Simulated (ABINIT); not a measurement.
Runs of ABINIT 10.8.3 (patched build) on SnTe. The structure is cubic, space group F-43m (No. 216). Conventional cell: a = 7.222 Å, b = 7.222 Å, c = 7.222 Å, α = 90.00°, β = 90.00°, γ = 90.00°. Te (site symmetry -43m) has 4 Sn at 3.13 Å as nearest neighbours. Sn (site symmetry -43m) is surrounded by 4 Te at 3.13 Å. Measurements of this composition are mostly on another form, of space group No. 225.

```csv
task,level,potentials or basis,cell,cutoff (eV),fine-grid cutoff,gap on the mesh (eV),pressure (GPa)
single point,PBE,JTH PAW PBE v2.0,as given,599,1197.3 eV,0.33,-0.1
single point,PBE,JTH PAW PBE v2.0,"atoms moved at random, drawn with an rms of 0.05 Å",599,1197.3 eV,0.31,-0.1
band structure,PBE,JTH PAW PBE v2.0,as given,599,1197.3 eV,0.33,-0.1
band structure,r2SCAN,JTH PAW PBE v2.0,as given,707,1306.15 eV,(b),-0.7
band structure,PBEsol,JTH PAW PBE v2.0,as given,599,1197.3 eV,0.29,-1.4
band structure,LDA,JTH PAW LDA v2.0,as given,599,1197.3 eV,-,(a)
```

Alike in all rows: no spin polarisation; k mesh 7 × 7 × 7; smearing fermi-dirac 0.05 eV.

Q: Estimate the missing entries.

A: (a) -2.2; (b) 0.40.

Caveats: spin-orbit coupling is left out, which moves the levels of the heavy elements; the mesh misses the band edges, which the band path finds closer together (some runs); an odd mesh through Γ misses points on the zone boundary, where band edges often lie (some runs); the PAW data sets were made with another functional, which shifts forces and pressure a little (some runs).

A k mesh can miss the band edges, and the runs leave out spin-orbit coupling on Sn, Te.
